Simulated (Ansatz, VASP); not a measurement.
## One calculation of MgB2, two programs

The input INCAR:

```
ALGO = Normal
EDIFF = 1E-7
ENCUT = 520
GGA = PE
ISIF = 2
ISMEAR = -1
LASPH = T
LCHARG = F
LREAL = F
LWAVE = F
NBANDS = 17
NELM = 80
PREC = Accurate
SIGMA = 0.05
```

KPOINTS

```
k-points
0
Gamma
  8 8 8
```

File POSCAR:

```
MgB2
1.0
    0.0000000000      2.9936400000      2.9936400000
    2.9936400000      0.0000000000      2.9936400000
    2.9936400000      2.9936400000      0.0000000000
Mg B
2 4
Direct
    0.0000000000      0.0000000000      0.0000000000
    0.2500000000      0.2500000000      0.2500000000
    0.6250000000      0.1250000000      0.6250000000
    0.6250000000      0.6250000000      0.1250000000
    0.1250000000      0.6250000000      0.6250000000
    0.6250000000      0.6250000000      0.6250000000
```

File input.yaml:

```yaml
crystal:
  lattice:
    - [0.0, 2.99364, 2.99364]
    - [2.99364, 0.0, 2.99364]
    - [2.99364, 2.99364, 0.0]
  atoms:
    - { symbol: Mg, position: [0.0, 0.0, 0.0] }
    - { symbol: Mg, position: [0.25, 0.25, 0.25] }
    - { symbol: B, position: [0.625, 0.125, 0.625] }
    - { symbol: B, position: [0.625, 0.625, 0.125] }
    - { symbol: B, position: [0.125, 0.625, 0.625] }
    - { symbol: B, position: [0.625, 0.625, 0.625] }
hamiltonian:
  xc: pbe
  pseudopotentials: { kind: paw }
kpoints:
  mp_grid: { grid: [8, 8, 8] }
scf:
  occupations: { method: fermi_dirac, width: 0.05 }
output:
  forces: true
  stress: true
  eigenvalues: true
  write_density: true
  write_potential: true
  elf: true
  volumetric_format: npy
```

The cell was built by a generator and needn't be a form met in nature.

Alike in both runs: task single point; functional PBE; k mesh 8 × 8 × 8; occupations fermi-dirac, width 0.05 eV; no spin polarisation.

```csv
,VASP,Ansatz
version,VASP 6.6.1,Ansatz 0.2.0
potentials or method,"VASP PAW PBE potentials, release 64 (Mg, B)",Ansatz PAW
plane-wave cutoff (eV),520,420
valence electrons in the cell,16,32
```

VASP gave:

- gap on the k mesh at the Fermi level (eV): none
- pressure (GPa): 0.1

Which values does Ansatz return?

gap on the k mesh at the Fermi level (eV): none; pressure (GPa): 0.2.

A gap of «none» marks a metal or a gap that the smearing closes. The functional is the same, so the differences come from potentials, cutoffs and numerics. The two sets of potentials don't hold the same shells in valence.
